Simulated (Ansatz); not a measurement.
# Cd: the cost of one run

Computed with Ansatz 0.2.0 (DFT PBE, scalar-relativistic, plane waves, PAW, unless a step's input says otherwise).

4 further runs of the same task are left out: 2 that didn't finish, 2 set aside as unsound or not needed.

## Step 1: The starting structure

The structure is hexagonal, space group P6_3/mmc (No. 194). Conventional cell: a = 3.902 Å, b = 3.902 Å, c = 12.809 Å, α = 90.00°, β = 90.00°, γ = 120.00°. Around Ca (site symmetry -3m) lie 12 Ca at 3.90 to 3.92 Å. Around Ca (site symmetry -6m2) lie 12 Ca at 3.90 to 3.92 Å.

Coordinates:

```
Ca
1.0
     3.90221    0.00000    0.00000
    -1.95110    3.37941    0.00000
     0.00000    0.00000   12.80856
Ca
4
Cartesian
  0.0000 0.0000 0.0000
  0.0000 2.2529 3.2021
  0.0000 0.0000 6.4043
  1.9511 1.1265 9.6064
```

It goes back to an entry of the Materials Project, which need not be the stable form.

This cell was relaxed beforehand with the same method: volume 42.23 Å³/atom, gap on the mesh none (metal).

## Step 2: Swap Ca → Cd

The start of Cd: fractional positions of relaxed Ca, cell scaled by 0.870, a guess from tabulated radii.

## Step 3: A first look at the start (Cd)

Contents of input.yaml:

```yaml
crystal:
  lattice:
    - [3.3967436365, 0.0, 0.0]
    - [-1.6983718182, 2.9416662794, 0.0]
    - [0.0, 0.0, 11.1494318773]
  atoms:
    - { symbol: Cd, position: [0.0, 0.0, 0.0] }
    - { symbol: Cd, position: [0.3333333333, 0.6666666667, 0.25] }
    - { symbol: Cd, position: [0.0, 0.0, 0.5] }
    - { symbol: Cd, position: [0.6666666667, 0.3333333333, 0.75] }
basis:
  ecutwfc: 420
kpoints:
  mp_grid: { grid: [6, 6, 2] }
hamiltonian:
  xc: pbe
scf:
  occupations: { method: gaussian, width: 0.1 }
output:
  forces: true
  stress: true
  eigenvalues: true
```

On the command line:

```sh
$ ansatz run input.yaml --threads 1 --pin off --max-ram 2560MiB --backend cpu --events-out ev --progress --plain --runs-dir out
```

**Question.** How long does this run take on 1 thread of Arm Neoverse V1, shared host, and how much memory does it need?

About 3.1 s, with a peak of 0.35 GiB.
